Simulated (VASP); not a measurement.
The system is TaN.

```
CELL_PARAMETERS angstrom
0.00000 2.17900 2.17900
2.17900 0.00000 2.17900
2.17900 2.17900 0.00000
ATOMIC_POSITIONS crystal
Ta 0.50000 0.50000 0.50000
N 0.00000 0.00000 0.00000
```

Base run:

- Program: VASP 6.6.1
- Functional: PBEsol
- Potentials or basis: VASP PAW PBE potentials, release 64 (Ta_pv, N)
- Cutoff: 520 eV
- k mesh: 7 × 7 × 7
- Occupations: gaussian, width 0.05 eV
- Spin: collinear spin, ferromagnetic start
- Starting moments: [0.5, 0.0] μB

Its results: band gap on the k mesh none (metal or under the smearing width); pressure 5.4 GPa; net moment 0.00 μB per cell.

Q: The run is repeated on the same cell with these changes: functional from PBEsol to PBE; further incar settings from ALGO = Fast; EDIFF = 1e-06 to ALGO = Fast; EDIFF = 1e-06; NBANDS = 19. What comes out?

A: Band gap on the k mesh none (metal or under the smearing width); pressure 15.3 GPa; net moment 0.00 μB per cell.

Caveats: the PAW data sets were made with another functional, which shifts forces and pressure a little (some runs); so large a pressure means that the cell lies far from this level's equilibrium, or that cutoff or potentials fall short (some runs).
